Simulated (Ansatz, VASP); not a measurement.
Given: the input of a run of Ansatz 0.2.0 on AgCl (Chlorargyrite).

input.yaml

```yaml
crystal:
  lattice:
    - [0.0, 2.7886410693, 2.7886410693]
    - [2.7886410693, 0.0, 2.7886410693]
    - [2.7886410693, 2.7886410693, 0.0]
  atoms:
    - { symbol: Ag, position: [0.0, 0.0, 0.0] }
    - { symbol: Cl, position: [0.5, 0.5, 0.5] }
hamiltonian:
  xc: pbe
  pseudopotentials: { kind: paw }
kpoints:
  mp_grid: { grid: [7, 7, 7] }
scf:
  occupations: { method: fermi_dirac, width: 0.05 }
output:
  forces: true
  stress: true
  eigenvalues: true
```

Potentials or basis: Ansatz PAW.

Command:

```bash
$ ansatz run input.yaml --threads 1 --pin off --max-ram 3584MiB --backend cpu --events-out ev --progress --plain --runs-dir out
```

Question: Translate it to VASP 6.6.1. Potentials there: VASP PAW PBE potentials, release 64 (Ag, Cl).

Answer: As run (the cutoff follows the program's own potentials):

Contents of INCAR:

```
SYSTEM = AgCl
ALGO = Normal ; EDIFF = 1E-7
ENCUT = 520 ; GGA = PE
ISIF = 2 ; ISMEAR = -1
LASPH = .TRUE. ; LCHARG = .FALSE.
LREAL = .FALSE. ; LWAVE = .FALSE.
NBANDS = 16 ; NELM = 80
PREC = Accurate ; SIGMA = 0.05
```

KPOINTS

```
k-points
0
G
  7 7 7
  0 0 0
```

Contents of POSCAR:

```
AgCl
1.0
    0.0000000000      2.7886410693      2.7886410693
    2.7886410693      0.0000000000      2.7886410693
    2.7886410693      2.7886410693      0.0000000000
Ag Cl
1 1
Direct
    0.0000000000      0.0000000000      0.0000000000
    0.5000000000      0.5000000000      0.5000000000
```

Potentials or basis: VASP PAW PBE potentials, release 64 (Ag, Cl).

Launch:

```bash
$ cat potpaw_PBE.64/Ag/POTCAR potpaw_PBE.64/Cl/POTCAR > POTCAR
$ mpirun -np 1 vasp_std > vasp.out
```

Both were run:

|  | VASP | Ansatz | Ansatz less VASP |
| --- | --- | --- | --- |
| gap on the k mesh at the Fermi level (eV) | 0.99 | 0.99 | +0.003 |
| least direct gap on the mesh (eV) | 3.17 | 3.17 | -0.001 |
| pressure (GPa) | 0.7 | 0.8 | +0.14 |

The two sets of potentials don't hold the same shells in valence.

Caveats: an odd mesh through Γ misses points on the zone boundary, where band edges often lie (VASP); odd divisions of the mesh miss points on the zone boundary, where band edges often lie, so the gap on the mesh can be too wide (Ansatz). A hybrid or GW would open this gap; PBE tends to underestimate it.
